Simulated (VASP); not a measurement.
Runs of VASP 6.6.1 on PbSe (Clausthalite). It takes space group Fm-3m (No. 225, cubic). Conventional cell: a = 6.121 Å, b = 6.121 Å, c = 6.121 Å, α = 90.00°, β = 90.00°, γ = 90.00°. Around Pb (site symmetry m-3m) lie 6 Se at 3.06 Å. Se (site symmetry m-3m) is surrounded by 6 Pb at 3.06 Å. 

```csv
task,level,potentials or basis,cell,cutoff (eV),smearing,gap on the mesh (eV),pressure (GPa)
band structure,TPSS,"VASP PAW PBE potentials, release 64 (Pb_d, Se)",as given,520,fermi-dirac 0.05 eV,0.32,(c)
single point,PBEsol,"VASP PAW PBE potentials, release 64 (Pb_d, Se)",as given,520,gaussian 0.02 eV,0.20,-0.5
single point,PBE,"VASP PAW PBE potentials, release 64 (Pb_d, Se)",as given,520,gaussian 0.012 eV,0.29,(a)
relaxation of cell and atoms,PBE,"VASP PAW PBE potentials, release 64 (Pb_d, Se)",relaxed,600,fermi-dirac 0.05 eV,(b),0.0
band structure,PBE,"VASP PAW PBE potentials, release 64 (Pb_d, Se)",as given,520,fermi-dirac 0.05 eV,0.29,-
band structure,TB-mBJ,"VASP PAW PBE potentials, release 64 (Pb_d, Se)",as given,520,fermi-dirac 0.05 eV,0.86,-
single point,PBE,"VASP PAW PBE potentials, release 64 (Pb, Se)",as given,500,gaussian 0.02 eV,0.29,2.2
```

Alike in all rows: no spin polarisation; k mesh 8 × 8 × 8.

Task: Fill in the values left out.

Result: (a) 2.4; (b) 0.44; (c) 1.9.

Caveats: spin-orbit coupling is left out, which as a rule narrows the gap of such compounds by several tenths of an eV; the PAW data sets were made with another functional, which shifts forces and pressure a little (some runs).

A k mesh can miss the band edges, and the runs leave out spin-orbit coupling on Pb, Se.

The runs don't all hold the same shells in valence.
